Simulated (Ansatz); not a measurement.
A run of Ansatz 0.2.0:

input.yaml

```yaml
crystal:
  lattice:
    - [-2.782, 4.7725, 2.776]
    - [2.782, -4.7725, 2.776]
    - [2.782, 4.7725, -2.776]
  atoms:
    - { symbol: S, position: [0.3818, 0.7088, 0.0906] }
    - { symbol: S, position: [0.6182, 0.2912, 0.9094] }
    - { symbol: S, position: [0.8818, 0.7912, 0.673] }
    - { symbol: S, position: [0.1182, 0.2088, 0.327] }
    - { symbol: Si, position: [0.25, 0.25, 0.0] }
    - { symbol: Si, position: [0.75, 0.75, 0.0] }
hamiltonian:
  xc: pbesol
  pseudopotentials: { kind: paw }
kpoints:
  mp_grid: { grid: [7, 7, 7] }
  band_path:
    path:
      - [[0.0, 0.0, 0.0], [0.3345837739, 0.3345837739, -0.3345837739], [0.499633969, 0.1695335788, -0.499633969], [0.5, 0.0, -0.5], [0.25, 0.25, -0.75], [0.0, 0.5, -0.5], [-0.3345837739, 0.6654162261, -0.6654162261], [-0.5, 0.5, -0.5], [0.0, 0.0, 0.0], [0.3349498049, -0.3349498049, -0.3349498049], [0.0, 0.0, -0.5], [0.25, 0.25, -0.75]]
      - [[0.500366031, -0.1695335788, -0.500366031], [0.3349498049, -0.3349498049, -0.3349498049]]
      - [[-0.3349498049, 0.3349498049, -0.6650501951], [-0.5, 0.5, -0.5]]
    npoints: 14
scf:
  occupations: { method: fermi_dirac, width: 0.05 }
  n_extra_bands: 15
output:
  forces: true
  stress: true
  eigenvalues: true
  fatbands: false
  write_density: true
  write_potential: true
  elf: true
  volumetric_format: npy
```

Potentials or basis: Ansatz PAW.

Run with:

```bash
$ ansatz run input.yaml --threads 2 --pin off --max-ram 5632MiB --backend cpu --events-out ev --progress --plain --runs-dir out
```

Hardware: 2 threads of Intel(R) Xeon(R) Processor @ 2.50GHz (Skylake/Cascade Lake) (shared host).

Question: Estimate the wall time of this run.

Answer: Run time: 45 s on 2 threads of Intel(R) Xeon(R) Processor @ 2.50GHz (Skylake/Cascade Lake), on a shared host, peak memory 0.77 GiB. Counts: scf iterations 6, plane waves 2919, k points 64, bands 31.
